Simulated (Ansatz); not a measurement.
# WC: the cost of one run

Program: Ansatz 0.2.0. Level of theory: DFT PBEsol, scalar-relativistic, plane waves, PAW. These are calculated values, not measurements.

### 1 The starting structure

It takes space group Fm-3m (No. 225, cubic). Conventional cell: a = 4.385 Å, b = 4.385 Å, c = 4.385 Å, α = 90.00°, β = 90.00°, γ = 90.00°. Around W (site symmetry m-3m) lie 6 C at 2.19 Å. C (site symmetry m-3m) has 6 W at 2.19 Å as nearest neighbours.

As a file:

```xyz
2
Lattice="0.0000 2.1927 2.1927 2.1927 0.0000 2.1927 2.1927 2.1927 0.0000" Properties=species:S:1:pos:R:3 pbc="T T T"
W     0.0000    0.0000    0.0000
C     2.1927    2.1927    2.1927
```

It goes back to an entry of the Materials Project, which need not be the stable form.

No relaxation comes first: the listed cell is the starting point.

### 2 Zero of the scan

The input, input.yaml:

```yaml
crystal:
  lattice:
    - [0.0, 2.192684, 2.192684]
    - [2.192684, 0.0, 2.192684]
    - [2.192684, 2.192684, 0.0]
  atoms:
    - { symbol: W, position: [0.0, 0.0, 0.0] }
    - { symbol: C, position: [0.5, 0.5, 0.5] }
basis:
  ecutwfc: 420
kpoints:
  mp_grid: { grid: [20, 20, 20] }
hamiltonian:
  xc: pbesol
scf:
  occupations: { method: gaussian, width: 0.15 }
output:
  forces: true
  stress: true
  eigenvalues: true
```

The run is started by

```sh
$ ansatz run input.yaml --threads 1 --pin off --max-ram 1228MiB --backend cpu --events-out ev --progress --plain --runs-dir out
```

**Question.** How long does this run take on 1 thread of an x86-64 CPU, shared host, and how much memory does it need?

About 2.8 s, with a peak of 0.39 GiB.
